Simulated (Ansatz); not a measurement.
BaTe in Ansatz: the effect of exact exchange

The system is BaTe.

```
CELL_PARAMETERS angstrom
0.00000 3.41000 3.41000
3.41000 0.00000 3.41000
3.41000 3.41000 0.00000
ATOMIC_POSITIONS crystal
Ba 0.00000 0.00000 0.00000
Te 0.50000 0.50000 0.50000
```

Alike in all runs:

```yaml
Program: Ansatz 0.2.0
Task: single point
Functional: HSE06 form with a typed share of exact exchange
Potentials_or_basis: Ansatz PAW
Cutoff: "420 eV (not typed: the program's choice for these potentials)"
k_mesh: 4 × 4 × 4
Occupations: fermi-dirac, width 0.05 eV
Spin: no spin polarisation
```

```csv
exact exchange,gap on the mesh (eV)
0.05,1.56
0.1,?
0.15,1.83
0.2,1.98
0.25,2.12
0.3,2.27
0.4,2.57
0.5,2.87
```

What does the run with exact exchange 0.1 give?

gap on the mesh 1.69 eV.

Worked out: A straight line through the other rows of the gap on the mesh, of slope 2.93 eV per unit of exact exchange, gives 1.69 eV, against the run's 1.69.

Caveats: spin-orbit coupling is left out, which moves the levels of the heavy elements.

A k mesh can miss the band edges.
